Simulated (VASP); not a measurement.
Here is a VASP 6.6.1 calculation.

The input INCAR:

```
SYSTEM = NaCl
PREC = Accurate
ENCUT = 900
EDIFF = 1E-7
ISMEAR = 0
SIGMA = 0.02
LREAL = .FALSE.
LASPH = .TRUE.
NELM = 60
ALGO = Fast
ISIF = 3
LWAVE = .FALSE.
LCHARG = .FALSE.
GGA = PE
IBRION = 2
NSW = 80
EDIFFG = -0.002
PSTRESS = 66.6
```

File KPOINTS:

```
regular mesh
0
G
  10 10 10
  0 0 0
```

File POSCAR:

```
NaCl
1.0
    0.0000000000      2.8100000000      2.8100000000
    2.8100000000      0.0000000000      2.8100000000
    2.8100000000      2.8100000000      0.0000000000
Na Cl
1 1
Direct
    0.0000000000      0.0000000000      0.0000000000
    0.5000000000      0.5000000000      0.5000000000
```

Potentials or basis: VASP PAW PBE potentials, release 64 (Na_pv, Cl_h).

Launch:

```console
$ cat potpaw_PBE.64/Na_pv/POTCAR potpaw_PBE.64/Cl_h/POTCAR > POTCAR
$ mpirun -np 1 vasp_std > vasp.out
```

What does it give for the space group after relaxing (to 0.05 Å)?

Fm-3m (No. 225).

What does it give for the relaxed volume?

19.23 Å³/atom.

Estimate the band gap on the k mesh.

5.77 eV, direct.

Estimate the relaxed cell.

a = 3.789 Å, b = 3.789 Å, c = 3.789 Å, α = 60.00°, β = 60.00°, γ = 60.00°.

The path:
```tsv
step	energy change (eV)	largest force (eV/Å)	pressure (GPa)	volume (Å³)
1	0.0000	0.0000	1.05	44.38
2	0.0885	0.0000	5.28	39.57
3	0.1264	0.0000	6.56	38.54
4	0.1310	0.0000	6.69	38.43
5	0.1301	0.0000	6.68	38.45
6	0.1288	0.0000	6.63	38.48
7	0.1296	0.0000	6.67	38.47
```

Caveat: the cell is relaxed towards a set pressure, so the enthalpy falls and the energy may rise. A k mesh can miss the band edges.
